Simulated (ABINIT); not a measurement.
Crystal: Os.

```
CELL_PARAMETERS angstrom
2.73410 0.00000 0.00000
-1.36705 2.36780 0.00000
0.00000 0.00000 4.31970
ATOMIC_POSITIONS crystal
Os 0.66667 0.33333 0.75000
Os 0.33333 0.66667 0.25000
```

```yaml
Program: ABINIT 10.8.3 (patched build)
Task: relaxation of cell and atoms
Functional: PBE
Potentials_or_basis: JTH PAW PBE v2.0
Cutoff: 272 eV
k_mesh: 8 × 8 × 4
Occupations: fermi-dirac, width 0.05 eV
Spin: no spin polarisation
```

At the start: pressure 8.6 GPa; volume 13.98 Å³/atom.

Task: How do energy, volume and symmetry change on relaxing?

Result: Over 6 steps the energy falls by 7.6 meV/atom and the volume is 14.27 Å³/atom (+2.1 %); space group P6_3/mmc (No. 194, to 0.05 Å).

The path:
| step | energy change (eV) | largest force (eV/Å) | pressure (GPa) | volume (Å³) |
| --- | --- | --- | --- | --- |
| 1 | 0.0000 | 0.0000 | 8.56 | 27.96 |
| 2 | -0.0139 | 0.0000 | -2.32 | 28.70 |
| 3 | -0.0151 | 0.0000 | -0.08 | 28.54 |
| 4 | -0.0151 | 0.0000 | 0.01 | 28.54 |
| 5 | -0.0151 | 0.0000 | 0.00 | 28.54 |
| 6 | -0.0151 | 0.0000 | 0.00 | 28.54 |

Final structure:
```yaml
crystal:
  lattice:
    - [2.75445, 0.00000, 0.00000]
    - [-1.37722, 2.38542, 0.00000]
    - [0.00000, 0.00000, 4.34340]
  atoms:
    - { symbol: Os, position: [0.66667, 0.33333, 0.75000] }
    - { symbol: Os, position: [0.33333, 0.66667, 0.25000] }
```

Caveat: the k mesh is coarse (spacing up to 0.36 Å⁻¹), so the values aren't converged.
